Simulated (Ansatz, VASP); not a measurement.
# One calculation of Be, two programs

File INCAR:

```
  ALGO = Normal
  EDIFF = 1E-7
  EDIFFG = -0.002
  ENCUT = 600
  IBRION = 2
  ISIF = 3
  ISMEAR = 0
  LASPH = T
  LCHARG = F
  LREAL = F
  LWAVE = F
  NELM = 80
  NSW = 100
  PREC = Accurate
  SIGMA = 0.1
```

Contents of KPOINTS:

```
k-points
0
Gamma
  21 21 12
```

Contents of POSCAR:

```
Be
1.0
    2.2356119770      0.0000000000      0.0000000000
   -1.1178059885      1.9360967651      0.0000000000
    0.0000000000      0.0000000000      3.4902128655
Be
2
Direct
    0.3333333333      0.6666666667      0.2500000000
    0.6666666667      0.3333333333      0.7500000000
```

Input for Ansatz:

```yaml
crystal:
  lattice:
    - [2.235611977, 0.0, 0.0]
    - [-1.1178059885, 1.9360967651, 0.0]
    - [0.0, 0.0, 3.4902128655]
  atoms:
    - { symbol: Be, position: [0.3333333333, 0.6666666667, 0.25] }
    - { symbol: Be, position: [0.6666666667, 0.3333333333, 0.75] }
basis:
  ecutwfc: 420
kpoints:
  mp_grid: { grid: [21, 21, 12] }
hamiltonian:
  xc: lda
  pseudopotentials: { kind: paw }
scf:
  occupations: { method: gaussian, width: 0.1 }
output:
  forces: true
  stress: true
  eigenvalues: true
relax:
  adjacent_minimum: "off"
  f_tol: 0.002
  max_steps: 80
  cell: { stress_tol: 0.02 }
```

Alike in both runs: task relaxation of cell and atoms; functional LDA; k mesh 21 × 21 × 12; occupations gaussian, width 0.1 eV; no spin polarisation.

```csv
,VASP,Ansatz
version,VASP 6.6.1,Ansatz 0.2.0
potentials or method,"VASP PAW LDA potentials, release 64 (Be)","scalar-relativistic, plane waves, PAW"
plane-wave cutoff (eV),600,420
valence electrons in the cell,4,4
```

Ansatz gave:

- gap on the k mesh at the Fermi level, each at its own relaxed structure (eV): none
- relaxed volume (Å³/atom): 7.55
- relaxed cell length with the largest relative difference (Å): 2.226

Problem. Which values does VASP return?

Solution. gap on the k mesh at the Fermi level, each at its own relaxed structure (eV): none; relaxed volume (Å³/atom): 7.57; relaxed cell length with the largest relative difference (Å): 2.229.

A gap of «none» marks a metal or a gap that the smearing closes.
